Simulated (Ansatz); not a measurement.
The system is TePb.

```
Pb Te
1.0
     4.00229    0.00000    0.00000
     0.00000    4.00229    0.00000
     0.00000    0.00000    4.00229
Pb Te
1 1
Direct
  0.00000 0.00000 0.00000
  0.50000 0.50000 0.50000
```

Measurements of this composition are mostly on another form, of space group No. 225.

| Quantity | Value |
| --- | --- |
| Program | Ansatz 0.2.0 |
| Task | relaxation of cell and atoms |
| Functional | BLYP |
| Dispersion | D4 |
| Potentials or basis | all-electron LAPW, scalar-relativistic |
| Basis error allowed | 0.001 eV/atom |
| k mesh | 7 × 7 × 7 |
| Occupations | fermi-dirac, width 0.05 eV |
| Spin | no spin polarisation |

At the start: volume 32.05 Å³/atom.

Where does the relaxation end?

Over 10 steps the energy falls by 16.1 meV/atom and the volume is 32.71 Å³/atom (+2.0 %); space group Pm-3m (No. 221, to 0.05 Å).

The path:
```csv
step,energy change (eV),largest force (eV/Å),volume (Å³)
1,0.0000,0.0000,64.11
2,-0.0096,0.0000,68.79
3,-0.0099,0.0000,68.60
4,-0.0126,0.0000,67.99
5,-0.0204,0.0000,67.11
6,-0.0307,0.0000,65.91
7,-0.0321,0.0000,65.55
8,-0.0322,0.0000,65.37
9,-0.0322,0.0000,65.42
10,-0.0322,0.0000,65.42
```

Final structure:
```
Pb Te
1.0
     4.02940    0.00000    0.00000
     0.00000    4.02940    0.00000
     0.00000    0.00000    4.02940
Pb Te
1 1
Direct
  0.00000 0.00000 0.00000
  0.50000 0.50000 0.50000
```
